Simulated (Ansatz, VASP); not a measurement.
## SrO: VASP beside Ansatz

Wanted: the spread between two codes on one cell, functional and k mesh.

Main program and level: Ansatz 0.2.0; plane waves, with VASP 6.6.1 beside it; band structure at HSE06.

### 1. The structure

Symmetry: Fm-3m, No. 225, cubic system. The conventional cell has a = 5.161 Å, b = 5.161 Å, c = 5.161 Å, α = 90.00°, β = 90.00°, γ = 90.00°. Nearest to Sr lie 6 O at 2.58 Å. O has 6 Sr at 2.58 Å nearest. Farther neighbours and most contacts between anions are not listed.

Structure file:

```
Sr O
1.0
     0.00000    2.58066    2.58066
     2.58066    0.00000    2.58066
     2.58066    2.58066    0.00000
Sr O
1 1
Direct
  0.00000 0.00000 0.00000
  0.50000 0.50000 0.50000
```

### 2. VASP: band structure, HSE06

The same path points are solved in both programs, so levels can be compared one by one.

Lines of VASP's logs that name or quote its potential files are left out, and so is its time.

The run reads the wave functions of an earlier VASP run, which isn't shown here.

INCAR reads:

```
SYSTEM = SrO
PREC = Accurate
ENCUT = 520
EDIFF = 1E-06
NELM = 100
ISMEAR = 0
SIGMA = 0.02
LREAL = .FALSE.
ALGO = Normal
LHFCALC = .TRUE.
AEXX = 0.25
GGA = PE
HFSCREEN = 0.2
LASPH = .TRUE.
NBANDS = 14
PRECFOCK = Fast
LORBIT = 11
LWAVE = .FALSE.
LCHARG = .FALSE.
KPAR = 4
```

POSCAR reads:

```
SrO
1.0
    0.0000000000      2.5806600000      2.5806600000
    2.5806600000      0.0000000000      2.5806600000
    2.5806600000      2.5806600000      0.0000000000
Sr O
1 1
Direct
    0.0000000000      0.0000000000      0.0000000000
    0.5000000000      0.5000000000      0.5000000000
```

KPOINTS reads:

```
Automatic mesh
0
Gamma
5 5 5
0 0 0
```

KPOINTS_OPT reads:

```
Line mode
6
Line-mode
Reciprocal
  0.00000000   0.00000000   0.00000000 GAMMA
  0.50000000   0.00000000   0.50000000 X

  0.50000000   0.00000000   0.50000000 X
  0.50000000   0.25000000   0.75000000 W

  0.50000000   0.25000000   0.75000000 W
  0.37500000   0.37500000   0.75000000 K

  0.37500000   0.37500000   0.75000000 K
  0.00000000   0.00000000   0.00000000 GAMMA

  0.00000000   0.00000000   0.00000000 GAMMA
  0.50000000   0.50000000   0.50000000 L

  0.50000000   0.50000000   0.50000000 L
  0.62500000   0.25000000   0.62500000 U

  0.62500000   0.25000000   0.62500000 U
  0.50000000   0.25000000   0.75000000 W

  0.50000000   0.25000000   0.75000000 W
  0.50000000   0.50000000   0.50000000 L

  0.50000000   0.50000000   0.50000000 L
  0.37500000   0.37500000   0.75000000 K

  0.62500000   0.25000000   0.62500000 U
  0.50000000   0.00000000   0.50000000 X
```

Potentials, in the order of the species: Sr_sv and O (PBE family, release 64).

Run with:

```sh
mpirun -np 4 vasp_std
```

Numbers of over 12 decimals in the logs are rounded to 6 here.

The program printed:

```text
[banner, memory and clock lines left out]
running    4 mpi-ranks, on    1 nodes
 distrk:  each k-point on    1 cores,    4 groups
 distr:  one band on    1 cores,    1 groups

 POSCAR found type information on POSCAR SrO
 POSCAR found :  2 types and       2 ions
 LDA part: xc-table for (Slater+PW92), standard interpolation
 found WAVECAR, reading the header
 POSCAR, INCAR and KPOINTS ok, starting setup
 FFT: planning ... GRIDC
 FFT: planning ... GRID_SOFT
 FFT: planning ... GRID
 reading WAVECAR
 the WAVECAR file was read successfully
 initial charge from wavefunction
 entering main loop
       N       E                     dE             d eps       ncg     rms          rms(c)
DAV:   1    -0.142090903718E+02   -0.14209E+02   -0.23059E-01   286   0.579E+00    0.246E+00
DAV:   2    -0.142051705340E+02    0.39198E-02   -0.22429E-02   346   0.146E+00    0.120E+00
DAV:   3    -0.142047747547E+02    0.39578E-03   -0.33066E-03   310   0.528E-01    0.613E-01
DAV:   4    -0.142042403842E+02    0.53437E-03   -0.61361E-04   340   0.232E-01    0.340E-01
DAV:   5    -0.142041243117E+02    0.11607E-03   -0.26333E-04   334   0.138E-01    0.206E-01
DAV:   6    -0.142040836397E+02    0.40672E-04   -0.24099E-05   464   0.581E-02    0.116E-01
DAV:   7    -0.142040736226E+02    0.10017E-04   -0.91459E-06   344   0.334E-02    0.633E-02
DAV:   8    -0.142040714788E+02    0.21438E-05   -0.37813E-06   368   0.199E-02    0.355E-02
DAV:   9    -0.142040711140E+02    0.36481E-06   -0.10718E-06   200   0.109E-02
   1 F= -.14204071E+02 E0= -.14204071E+02  d E =-.467089E-31
 Start KPOINTS_OPT (optional k-point list driver)
k-point batch [1-10\60]
       N       E                     dE             ncg
DAV:   1    -0.889556600813E+03   -0.50498E+04      280
DAV:   2    -0.178454626134E+04   -0.89499E+03      358
DAV:   3    -0.185512248678E+04   -0.70576E+02      348
DAV:   4    -0.185673441831E+04   -0.16119E+01      406
DAV:   5    -0.185676544590E+04   -0.31028E-01      398
DAV:   6    -0.185676598528E+04   -0.53937E-03      402
DAV:   7    -0.185676599425E+04   -0.89761E-05      294
DAV:   8    -0.185676599442E+04   -0.17247E-06      218
[...]
k-point batch [51-60\60]
       N       E                     dE             ncg
DAV:   1    -0.981188728599E+03   -0.71648E+04      280
DAV:   2    -0.182088444705E+04   -0.83970E+03      360
DAV:   3    -0.187935962311E+04   -0.58475E+02      360
DAV:   4    -0.188083688542E+04   -0.14773E+01      458
DAV:   5    -0.188087120956E+04   -0.34324E-01      392
DAV:   6    -0.188087181211E+04   -0.60255E-03      414
DAV:   7    -0.188087182741E+04   -0.15298E-04      324
DAV:   8    -0.188087182777E+04   -0.35705E-06      274
```

From OUTCAR (step 2):

```text
ion  position               nearest neighbor table
   1  0.000  0.000  0.000-   2 2.58   2 2.58   2 2.58   2 2.58   2 2.58   2 2.58
   2  0.500  0.500  0.500-   1 2.58   1 2.58   1 2.58   1 2.58   1 2.58   1 2.58

  LATTYP: Found a face centered cubic cell.
 ALAT       =     5.1613200000

 Subroutine GETGRP returns: Found 48 space group operations
 (whereof 48 operations were pure point group operations)

The static configuration has the point symmetry O_h .

 Found     10 irreducible k-points:

   k-points           NKPTS =     10   k-points in BZ     NKDIM =    125   number of bands    NBANDS=     14

   dimension x,y,z NGX =    28 NGY =   28 NGZ =   28
   dimension x,y,z NGXF=    56 NGYF=   56 NGZF=   56

   ENCUT  =  520.0 eV  38.22 Ry    6.18 a.u.   6.79  6.79  6.79*2*pi/ulx,y,z

   NELECT =      16.0000    total number of electrons

 k-points in reciprocal lattice and weights: Automatic mesh
   0.00000000  0.00000000  0.00000000       0.008
   0.20000000  0.00000000  0.00000000       0.064
   0.40000000  0.00000000  0.00000000       0.064
   0.20000000  0.20000000  0.00000000       0.048
   0.40000000  0.20000000  0.00000000       0.192
  -0.40000000  0.20000000  0.00000000       0.192
  -0.20000000  0.20000000  0.00000000       0.096
   0.40000000  0.40000000  0.00000000       0.048
  -0.40000000  0.40000000  0.00000000       0.096
  -0.40000000  0.40000000  0.20000000       0.192

  exchange ACFDT corr.  =         0.00000000  see jH, gK, PRB 81, 115126

 average (electrostatic) potential at core
       1 -32.2635       2 -64.4625

 E-fermi :   0.6944

 k-point     1 :       0.0000    0.0000    0.0000
  band No.  band energies     occupation
    ...
      4     -14.1988      2.00000
      5     -14.1988      2.00000
      6       0.5345      2.00000
      7       0.5345      2.00000
      8       0.5345      2.00000
      9       5.9370      0.00000
     10       8.4028      0.00000
     11       8.4028      0.00000
     12       8.4028      0.00000
     13      10.6283      0.00000
    ...

 k-point     2 :       0.2000    0.0000    0.0000
  band No.  band energies     occupation
    ...
      4     -14.2248      2.00000
      5     -13.7458      2.00000
      6      -0.4163      2.00000
      7       0.0816      2.00000
      8       0.0816      2.00000
      9       7.5226      0.00000
     10       8.1501      0.00000
     11       9.1920      0.00000
     12       9.1920      0.00000
     13      11.6502      0.00000
    ...

 k-point     3 :       0.4000    0.0000    0.0000
  band No.  band energies     occupation
    ...
      4     -14.2661      2.00000
      5     -13.2735      2.00000
      6      -1.5449      2.00000
      7      -0.5456      2.00000
      8      -0.5455      2.00000
      9       8.5705      0.00000
     10      10.0065      0.00000
     11      10.8475      0.00000
     12      10.8475      0.00000
     13      13.7552      0.00000
    ...

  energy-cutoff  :      520.00
  volume of cell :       34.37
      direct lattice vectors                 reciprocal lattice vectors
     0.000000000  2.580660000  2.580660000    -0.193748886  0.193748886  0.193748886
     2.580660000  0.000000000  2.580660000     0.193748886 -0.193748886  0.193748886
     2.580660000  2.580660000  0.000000000     0.193748886  0.193748886 -0.193748886

 POSITION                                       TOTAL-FORCE (eV/Angst)
 -----------------------------------------------------------------------------------
      0.00000      0.00000      0.00000         0.000000      0.000000      0.000000
      2.58066      2.58066      2.58066        -0.000000     -0.000000     -0.000000
 -----------------------------------------------------------------------------------
    total drift:                                0.000000     -0.000000      0.000000

  FREE ENERGIE OF THE ION-ELECTRON SYSTEM (eV)
  ---------------------------------------------------
  free  energy   TOTEN  =       -14.2040711140 eV

  energy  without entropy=      -14.2040711140  energy(sigma->0) =      -14.20407111

 total charge
# of ion       s       p       d       tot
------------------------------------------
    1        2.013   5.860   0.223   8.097
    2        1.554   3.451   0.000   5.006
--------------------------------------------------
tot          3.567   9.312   0.223  13.102

[... 3 further parts left out ...]
```

[end of part 1 of 2]

[Lines on the potential files, build, host, timing and source positions are cut from VASP's logs without a mark.]

[Logs are printed without paths, hosts, clocks, repeated set-up lines and the standing remarks that a program may print on its own settings, such as how far it seeks lower states.]

[Hosts, paths, dates, database ids (printed as entryN), source tags and the programs' standing remarks are cut or masked in the printed files.]
